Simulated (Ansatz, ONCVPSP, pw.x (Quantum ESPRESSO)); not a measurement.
**pw.x on bcc Mg: one setting changed**

Potential: optimised norm-conserving Vanderbilt (ONCV), ONCVPSP 4.0.1, PBE; core [Ne], reference 3s1 3p1; waves: 3s: rc 2.20 bohr, ncon 4, nbas 8, qcut 3.3 1/bohr, 2 projectors, debl 1 Ha; 3p: rc 2.20 bohr, ncon 4, nbas 8, qcut 3.8 1/bohr, 2 projectors, debl 1.3 Ha; d scattering state at 0.03 Ha: rc 1.85 bohr, ncon 5, nbas 9, qcut 5.1 1/bohr, 2 projectors, debl 3.5 Ha; local part: polynomial inside 1.30 bohr (lpopt 5, dvloc0 0 Ha); core correction: Teter function fitted to the true core (icmod 2), fcfact 0.4.

The reference run (k-mesh 13³, cutoffs 50/200 Ry, Fermi–Dirac 0.01 Ry, mixing_beta 0.4, conv_thr 1e-9, no spin) gives -0.22 GPa at 22.870 Å³/atom, where all-electron LAPW gives 0.19 GPa. This run, with its own iteration cap, changes k-mesh shift to 1.

```
&control
  calculation='scf', prefix='x', pseudo_dir='./', outdir='./tmp', tstress=.true., disk_io='none'
/
&system
  ibrav=0, nat=1, ntyp=1, ecutwfc=50, ecutrho=200, nbnd=8,
  occupations='smearing', smearing='fd', degauss=0.01
/
&electrons
  conv_thr=1e-09, mixing_beta=0.4, electron_maxstep=50
/
ATOMIC_SPECIES
Mg 1.0 Mg.UPF
CELL_PARAMETERS angstrom
  -1.78814222 1.78814222 1.78814222
  1.78814222 -1.78814222 1.78814222
  1.78814222 1.78814222 -1.78814222
ATOMIC_POSITIONS crystal
Mg 0.0000 0.0000 0.0000
K_POINTS automatic
13 13 13 1 1 1
```

```bash
pw.x < Mg.scf.in > Mg.scf.out
```

Task: How does the run end?

Result: It converges in 5 iterations; the free energy moves by +1.0 meV/atom and the pressure by -0.07 GPa.

```
Message from routine setup:
     using ibrav=0 with symmetry is DISCOURAGED, use correct ibrav instead
     lattice parameter (alat)  =       5.8528  a.u.
     unit-cell volume          =     154.3344 (a.u.)^3
     number of electrons       =         2.00
     number of Kohn-Sham states=            8
     kinetic-energy cutoff     =      50.0000  Ry
     charge density cutoff     =     200.0000  Ry
     scf convergence threshold =      1.0E-09
     Exchange-correlation= PBE
     number of k points=    84  Fermi-Dirac smearing, width (Ry)=  0.0100
     iteration #  1     ecut=    50.00 Ry     beta= 0.40
     total energy              =      -2.45748267 Ry
     estimated scf accuracy    <       0.00170731 Ry
     iteration #  2     ecut=    50.00 Ry     beta= 0.40
     total energy              =      -2.45726368 Ry
     estimated scf accuracy    <       0.00058349 Ry
     iteration #  3     ecut=    50.00 Ry     beta= 0.40
     total energy              =      -2.45727201 Ry
     estimated scf accuracy    <       0.00000011 Ry
     iteration #  4     ecut=    50.00 Ry     beta= 0.40
     total energy              =      -2.45727230 Ry
     estimated scf accuracy    <          1.6E-09 Ry
     iteration #  5     ecut=    50.00 Ry     beta= 0.40
     the Fermi energy is     3.6338 ev
!    total energy              =      -2.45727231 Ry
     estimated scf accuracy    <          2.2E-10 Ry
     smearing contrib. (-TS)   =      -0.00207333 Ry
     The total energy is F=E-TS. E is the sum of the following terms:
     one-electron contribution =       1.28600502 Ry
     hartree contribution      =       0.00368343 Ry
     xc contribution           =      -1.59092070 Ry
     ewald contribution        =      -2.15396673 Ry
     convergence has been achieved in   5 iterations
          total   stress  (Ry/bohr**3)                   (kbar)     P=       -2.95
     Message from routine punch:
     Nothing written, as per user request (disk_io='none')
```

The run took about 18 s on one core of a shared host (Intel(R) Xeon(R) Processor @ 2.60GHz, 24 threads, 31 GiB, load 15).
